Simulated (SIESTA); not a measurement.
HgSe under changes of volume

One of the cells (28.067 Å³/atom); the others are scaled copies at fixed shape and fractional positions:

```
Hg Se
1.0
     0.00000    3.03900    3.03900
     3.03900    0.00000    3.03900
     3.03900    3.03900    0.00000
Hg Se
1 1
Direct
  0.00000 0.00000 0.00000
  0.75000 0.75000 0.75000
```

| Property | Result |
| --- | --- |
| Program | SIESTA 5.4.2 |
| Functional | LDA |
| Potentials or basis | PseudoDojo 0.4 standard (LDA files) |
| Basis | DZP (energy shift 0.003 Ry; two zetas on semicore shells) |
| Grid cutoff | 800 Ry |
| Energy shift | 0.003 Ry |
| k mesh | 8 × 8 × 8 |
| Occupations | fermi-dirac, width 0.05 eV |
| Spin | no spin polarisation |

```tsv
volume (Å³/atom)	energy over the lowest point (meV/atom)	pressure (GPa)
26.383	27.46	5.0
26.944	13.07	3.3
27.505	?	?
28.067	0.00	0.5
28.628	0.36	-0.7
29.189	4.72	-1.8
29.751	12.66	-2.7
```

Q: What does the run at 27.505 Å³/atom give?

A: Energy over the lowest point 4.11 meV/atom; pressure 1.9 GPa.

Worked out: A Birch-Murnaghan fit of order 3 (a polynomial in V^(-2/3)) to the other rows has its minimum at 28.30 Å³/atom with B0 = V·E''(V) = 61 GPa and B' = 4.2. It gives 4.09 meV/atom at 27.505 Å³/atom, against the run's 4.11, and -dE/dV = 1.8 GPa, against 1.9.

Energies are extrapolated to zero smearing.

Caveats: short orbitals over semicore shells can move pressures by several GPa; the basis of atomic orbitals isn't converged, which shifts pressures, moduli and gaps.
